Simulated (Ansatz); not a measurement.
## All-electron equations of state of elemental crystals

All-electron LAPW (Ansatz 0.2.0), scalar-relativistic, no spin, Fermi–Dirac smearing 0.136 eV, k-meshes of 8 to 18 points an axis; Birch–Murnaghan fits to pressures. Some or most of these lattices are hypothetical for the element, and V0 is the minimum nearest the starting volume; lattices without a usable fit are left out; mesh and smearing are coarse, and magnetic elements are treated as non-magnetic.

```csv
element,lattice,functional,V0 (Å³/atom),B0 (GPa),B′,k-points per axis
Te,bcc,LDA,26.53,67,4.9,12
Te,bcc,PBE,28.45,53,5.0,12
Te,bcc,PBEsol,26.93,64,5.0,12
Te,diamond,LDA,42.93,32,4.3,8
Te,diamond,PBE,46.43,26,4.4,8
Te,diamond,PBEsol,44.02,30,4.4,8
Te,fcc,LDA,26.50,66,4.6,12
Te,fcc,PBEsol,26.89,63,4.7,12
Te,sc,LDA,30.78,61,4.7,11
Te,sc,PBE,32.86,49,4.7,10
```

Question: Give V0 and B0 for fcc Te in PBE.

Answer: 28.43 Å³/atom and 52.9 GPa.

Question: Give V0 and B0 for sc Te in PBEsol.

Answer: 31.31 Å³/atom and 57.2 GPa.
